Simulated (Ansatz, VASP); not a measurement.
Two plane-wave programs on CuO (Tenorite)

INCAR

```
SYSTEM = CuO
PREC     = Accurate       ! precision mode
ENCUT    = 520            ! plane-wave cutoff, eV
EDIFF    = 1E-7           ! SCF threshold, eV
ISMEAR   = -1             ! smearing method
SIGMA    = 0.05           ! smearing width, eV
LREAL    = .FALSE.        ! projectors in reciprocal space
LASPH    = .TRUE.         ! aspherical terms in the spheres
NELM     = 100            ! most SCF steps
ALGO     = Normal         ! electronic algorithm
ISIF     = 2              ! what is computed and relaxed
LWAVE    = .FALSE.        ! write WAVECAR
LCHARG   = .FALSE.        ! write CHGCAR
GGA      = PS             ! functional
NBANDS   = 25             ! bands
```

KPOINTS

```
Automatic mesh
0
G
  8 8 5
  0 0 0
```

POSCAR

```
CuO
1.0
    2.4384360000     -1.7819360000      0.0000000000
    2.4384360000      1.7819360000      0.0000000000
   -0.8949765294      0.0000000000      5.0594363927
Cu O
2 2
Direct
    0.4968000000      0.0032000000      0.5000000000
    0.0032000000      0.4968000000      0.0000000000
    0.4056000000      0.5714000000      0.7537000000
    0.5714000000      0.4056000000      0.2537000000
```

input.yaml

```yaml
crystal:
  lattice:
    - [2.438436, -1.781936, 0.0]
    - [2.438436, 1.781936, 0.0]
    - [-0.8949765294, 0.0, 5.0594363927]
  atoms:
    - { symbol: Cu, position: [0.4968, 0.0032, 0.5] }
    - { symbol: Cu, position: [0.0032, 0.4968, 0.0] }
    - { symbol: O, position: [0.4056, 0.5714, 0.7537] }
    - { symbol: O, position: [0.5714, 0.4056, 0.2537] }
hamiltonian:
  xc: pbesol
  pseudopotentials: { kind: paw }
kpoints:
  mp_grid: { grid: [8, 8, 5] }
  band_path:
    path:
      - [[0.0, 0.0, 0.0], [-0.5, -0.5, 0.0], [-0.5269819044, -0.5269819044, 0.3263886797], [-0.5, -0.5, 0.5], [-0.63508033, -0.36491967, 0.5]]
      - [[-0.36491967, 0.36491967, 0.5], [0.0, 0.0, 0.5], [-0.4730180956, -0.4730180956, 0.6736113203]]
      - [[-0.5, -0.5, 0.0], [-0.6123162443, -0.3876837557, 0.0]]
      - [[-0.3876837557, 0.3876837557, 0.0], [0.0, 0.0, 0.0], [-0.5, 0.0, 0.0]]
      - [[-0.5, 0.0, 0.5], [0.0, 0.0, 0.0]]
    npoints: 14
scf:
  occupations: { method: fermi_dirac, width: 0.05 }
  n_extra_bands: 10
output:
  forces: true
  stress: true
  eigenvalues: true
  fatbands: false
```

Alike in both runs: functional PBEsol; k mesh 8 × 8 × 5; occupations fermi-dirac, width 0.05 eV; no spin polarisation.

|  | VASP | Ansatz |
| --- | --- | --- |
| version | VASP 6.6.1 | Ansatz 0.2.0 |
| potentials or method | VASP PAW PBE potentials, release 64 (Cu, O) | Ansatz PAW |
| plane-wave cutoff (eV) | 520 | 420 |
| valence electrons in the cell | 34 | 50 |
| task | single point | band structure |

|  | VASP | Ansatz | Ansatz less VASP |
| --- | --- | --- | --- |
| gap on the k mesh at the Fermi level (eV) | none | none | - |
| pressure (GPa) | -12.5 | -13.0 | -0.49 |
| largest component of the traceless stress (GPa) | 3.24 | 3.53 | +0.285 |
| rms of the force components (eV/Å) | 0.373 | 0.371 | -0.0012 |

Atom by atom the forces differ by 0.018 eV/Å (rms over components). A gap of «none» marks a metal or a gap that the smearing closes. The two sets of potentials don't hold the same shells in valence.

Caveats: the run has no spin polarisation, though such a crystal can be magnetic; semilocal functionals often make such compounds metallic where correlation or magnetic order opens a gap, which also shifts bond lengths; the PAW data sets were made with another functional, which shifts forces and pressure a little (VASP); the pressure holds a Pulay correction of +0.7 GPa for the finite cutoff (Ansatz); the PAW data sets come from PBE, with cores solved anew for the run's functional, which leaves a small shift of forces and pressure (Ansatz).
